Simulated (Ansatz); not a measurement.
Geometry optimisation in Ansatz: input, command and trajectory.

```yaml
crystal:
  lattice:
    - [6.4507465437, 0.0, 0.0]
    - [0.0, 6.6471635058, 0.0]
    - [0.0, 0.0, 4.3418486352]
  atoms:
    - { symbol: Tl, position: [0.5, 0.5, 0.5] }
    - { symbol: Tl, position: [0.0, 0.0, 0.0] }
    - { symbol: Br, position: [0.225, 0.825, 0.5] }
    - { symbol: Br, position: [0.725, 0.675, 0.0] }
    - { symbol: Br, position: [0.775, 0.175, 0.5] }
    - { symbol: Br, position: [0.275, 0.325, 0.0] }
basis:
  ecutwfc: 420
kpoints:
  mp_grid: { grid: [4, 4, 4] }
hamiltonian:
  xc: pbe
scf:
  occupations: { method: gaussian, width: 0.1 }
  lower_state_search: "off"
output:
  forces: true
  stress: true
  eigenvalues: true
relax:
  adjacent_minimum: "off"
  f_tol: 0.04
  max_steps: 70
  cell: { stress_tol: 0.4 }
```

```bash
ansatz run input.yaml --threads 1 --pin off --max-ram 2560MiB --backend cpu --events-out ev --progress --plain --runs-dir out
```

Theory: DFT PBE, scalar-relativistic, plane waves, PAW in Ansatz 0.2.0.

Of 6 frames 6 are shown, positions in Å and forces in eV/Å; the SCF threshold varies from step to step. Steps run on the plane waves of an earlier cell, with a Pulay correction in the pressure. The basis is chosen afresh for the last frame, the zero of the energies, and at times for earlier ones too; energy and pressure step there, also at an unchanged geometry.

```xyz
6
Lattice="6.4507 0.0000 0.0000 0.0000 6.6472 0.0000 0.0000 0.0000 4.3418" Properties=species:S:1:pos:R:3:forces:R:3 pbc="T T T" step=1 free_energy_over_end_meV_per_atom=108.23 pressure_GPa=6.66
Tl    3.2254    3.3236    2.1709    0.0000    0.0000    0.0000
Tl    0.0000    0.0000    0.0000    0.0000    0.0000    0.0000
Br    1.4514    5.4839    2.1709    0.2087   -0.0566    0.0000
Br    4.6768    4.4868    0.0000    0.2087    0.0566    0.0000
Br    4.9993    1.1633    2.1709   -0.2087    0.0566    0.0000
Br    1.7740    2.1603    0.0000   -0.2087   -0.0566    0.0000
6
Lattice="6.7558 0.0000 0.0000 0.0000 6.9771 0.0000 0.0000 0.0000 4.5279" Properties=species:S:1:pos:R:3:forces:R:3 pbc="T T T" step=2 free_energy_over_end_meV_per_atom=7.96 pressure_GPa=1.09
Tl    3.3779    3.4886    2.2640    0.0000    0.0000    0.0000
Tl    0.0000    0.0000    0.0000    0.0000    0.0000    0.0000
Br    1.5492    5.7449    2.2640   -0.0305    0.0315    0.0000
Br    4.9271    4.7207    0.0000   -0.0305   -0.0315    0.0000
Br    5.2066    1.2322    2.2640    0.0305   -0.0315    0.0000
Br    1.8287    2.2564    0.0000    0.0305    0.0315    0.0000
6
Lattice="6.8262 0.0000 0.0000 0.0000 7.0578 0.0000 0.0000 0.0000 4.5709" Properties=species:S:1:pos:R:3:forces:R:3 pbc="T T T" step=3 free_energy_over_end_meV_per_atom=2.75 pressure_GPa=0.34
Tl    3.4131    3.5289    2.2854    0.0000    0.0000    0.0000
Tl    0.0000    0.0000    0.0000    0.0000    0.0000    0.0000
Br    1.5419    5.7993    2.2854   -0.0375    0.0196    0.0000
Br    4.9551    4.7874    0.0000   -0.0375   -0.0196    0.0000
Br    5.2843    1.2585    2.2854    0.0375   -0.0196    0.0000
Br    1.8712    2.2704    0.0000    0.0375    0.0196    0.0000
6
Lattice="6.8945 0.0000 0.0000 0.0000 7.0933 0.0000 0.0000 0.0000 4.5959" Properties=species:S:1:pos:R:3:forces:R:3 pbc="T T T" step=4 free_energy_over_end_meV_per_atom=0.98 pressure_GPa=0.02
Tl    3.4473    3.5466    2.2980    0.0000    0.0000    0.0000
Tl    0.0000    0.0000    0.0000    0.0000    0.0000    0.0000
Br    1.4750    5.7731    2.2980   -0.0134    0.0014    0.0000
Br    4.9222    4.8668    0.0000   -0.0134   -0.0014    0.0000
Br    5.4195    1.3202    2.2980    0.0134   -0.0014    0.0000
Br    1.9723    2.2264    0.0000    0.0134    0.0014    0.0000
6
Lattice="6.9257 0.0000 0.0000 0.0000 7.0884 0.0000 0.0000 0.0000 4.6101" Properties=species:S:1:pos:R:3:forces:R:3 pbc="T T T" step=5 free_energy_over_end_meV_per_atom=0.72 pressure_GPa=-0.07
Tl    3.4628    3.5442    2.3050    0.0000    0.0000    0.0000
Tl    0.0000    0.0000    0.0000    0.0000    0.0000    0.0000
Br    1.4229    5.7243    2.3050    0.0004   -0.0036    0.0000
Br    4.8857    4.9083    0.0000    0.0004    0.0036    0.0000
Br    5.5028    1.3641    2.3050   -0.0004    0.0036    0.0000
Br    2.0399    2.1801    0.0000   -0.0004   -0.0036    0.0000
6
Lattice="6.9257 0.0000 0.0000 0.0000 7.0884 0.0000 0.0000 0.0000 4.6101" Properties=species:S:1:pos:R:3:forces:R:3 pbc="T T T" step=6 free_energy_over_end_meV_per_atom=0.00 pressure_GPa=-0.07
Tl    3.4628    3.5442    2.3050    0.0000    0.0000    0.0000
Tl    0.0000    0.0000    0.0000    0.0000    0.0000    0.0000
Br    1.4229    5.7243    2.3050    0.0003   -0.0035    0.0000
Br    4.8857    4.9083    0.0000    0.0003    0.0035    0.0000
Br    5.5028    1.3641    2.3050   -0.0003    0.0035    0.0000
Br    2.0399    2.1801    0.0000   -0.0003   -0.0035    0.0000
```

The start puts this composition into another compound's structure type, which needn't suit it. At the end the space group is Pnnm (tolerance 0.05 Å).

The run took 32 s on 1 thread of Intel(R) Xeon(R) 6975P-C (Granite Rapids), with other jobs on the host, peak memory 0.56 GiB.

The k mesh is coarse. Spin–orbit coupling is left out, which can shift energies with elements as heavy as these.